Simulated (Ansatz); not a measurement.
## Pressure against volume: Se

```cif
data_structure
_symmetry_space_group_name_H-M 'P3_121'
_symmetry_Int_Tables_number 152
_cell_length_a 4.3662
_cell_length_b 4.3662
_cell_length_c 4.9536
_cell_angle_alpha 90.000
_cell_angle_beta 90.000
_cell_angle_gamma 120.000
_cell_volume 81.78
loop_
_atom_site_label
_atom_site_type_symbol
_atom_site_symmetry_multiplicity
_atom_site_Wyckoff_symbol
_atom_site_fract_x
_atom_site_fract_y
_atom_site_fract_z
_atom_site_occupancy
Se1 Se 3 a 0.22540 0.00000 0.33333 1
```

The runs use the primitive cell with vectors (4.366, 0.000, 0.000), (-2.183, 3.781, 0.000), (0.000, 0.000, 4.954) Å, to which the k mesh refers.

The cell is COD entry 9012501, as deposited and not checked against the literature; nothing was relaxed.

Methods: DFT, PBE, all-electron LAPW, scalar-relativistic (Ansatz 0.2.0); DFT, PBE, PAW with Ansatz's default frozen-core files, scalar-relativistic (Ansatz 0.2.0).

For LAPW: a Γ-centred 6×6×5 k mesh, Fermi–Dirac smearing of 0.03 eV, basis error target 1 meV/atom, no spin polarisation. PAW takes a cutoff of 420 eV at this cell. The Ansatz runs share mesh, smearing and spin set-up. Plane-wave (PAW) pressures include the program's estimate of the Pulay term.

The cell above is scaled evenly, with fractional coordinates and shape held.

Estimate the equilibrium volume and bulk modulus that LAPW (all electrons) gives for this fixed shape.

V0 = 28.66 Å³/atom, B0 = 50 GPa, B0′ = 4.4, from a third-order Birch–Murnaghan fit to these pressures:
| V/V(cell) | V (Å³/atom) | P, LAPW (GPa) | P, PAW (GPa) | gap on the k mesh, LAPW (eV) |
| --- | --- | --- | --- | --- |
| 0.9400 | 25.625 | 7.11 | 7.13 | 1.28 |
| 0.9600 | 26.170 | 5.51 | 5.52 | 1.29 |
| 0.9800 | 26.716 | 4.07 | 4.08 | 1.31 |
| 0.9900 | 26.988 | 3.41 | 3.42 | 1.31 |
| 1.0000 | 27.261 | 2.77 | 2.78 | 1.32 |
| 1.0100 | 27.533 | 2.17 | 2.18 | 1.32 |
| 1.0200 | 27.806 | 1.60 | 1.61 | 1.33 |
| 1.0400 | 28.351 | 0.55 | 0.56 | 1.33 |
| 1.0600 | 28.896 | -0.40 | -0.40 | 1.34 |

PAW's V0 lies 0.01 % from the all-electron value and its B0 0.1 %. With shape and internal coordinates held, B0 is an upper bound to the relaxed modulus.
